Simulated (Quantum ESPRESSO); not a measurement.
# PtSe2 (Sudovikovite): zone-centre phonons under several settings

```
Pt Se
1.0
     3.72400    0.00000    0.00000
    -1.86200    3.22508    0.00000
     0.00000    0.00000    5.06200
Pt Se
1 2
Cartesian
  0.0000 0.0000 0.0000
  1.8620 1.0750 3.7965
  0.0000 2.1501 1.2655
```

All runs used Quantum ESPRESSO 7.5; potentials GBRV 1.5 PBEsol; k mesh 4 × 4 × 2, shifted; no spin polarisation; cutoff 612 eV.

| level | geometry | occupations | volume (Å³/atom) | pressure (GPa) | lowest optical mode without the field (cm⁻¹) | highest optical mode without the field (cm⁻¹) |
| --- | --- | --- | --- | --- | --- | --- |
| PBEsol | relaxed at -3 GPa | smeared at first, fixed for the response | ? | -2.1 | ? | ? |
| PBEsol | relaxed at 0 GPa | fermi-dirac, width 0.05 eV | 19.90 | 0.0 | 170 | 209 |
| PBEsol | relaxed at 3 GPa | fermi-dirac, width 0.05 eV | 19.09 | 3.0 | 179 | 213 |
| PBEsol | relaxed at 8 GPa | fermi-dirac, width 0.05 eV | 18.12 | 7.9 | 188 | 224 |
| PBEsol | relaxed at 15 GPa | fermi-dirac, width 0.05 eV | 17.15 | 14.9 | 178 | 239 |

Q: What stands in the row left open?

A: Volume 27.65 Å³/atom; lowest optical mode without the field 175 cm⁻¹; highest optical mode without the field 221 cm⁻¹.

Caveats: all runs use coarse meshes; the layers were relaxed without a dispersion term, so their spacing and the soft interlayer modes are unreliable; the mesh is thin for the phonons of a metal (some runs); the volume moved by over 15 % at a fixed basis, so the end points are rough (some runs); the cell is more than 3 GPa from zero pressure, which shifts response properties (some runs); this functional lacks dispersion, which binds the layers, so the pressure and a relaxed spacing across them are unreliable, and here the layers came unbound (some runs).

For the row left open. Caveat: the k mesh is coarse (spacing up to 0.62 Å⁻¹), so the values aren't converged; the volume moved by over 15 % at a fixed basis, so the end points are rough; the layers were relaxed without a dispersion term, so their spacing and the soft interlayer modes are unreliable; this functional lacks dispersion, which binds the layers, so the pressure and a relaxed spacing across them are unreliable, and here the layers came unbound.
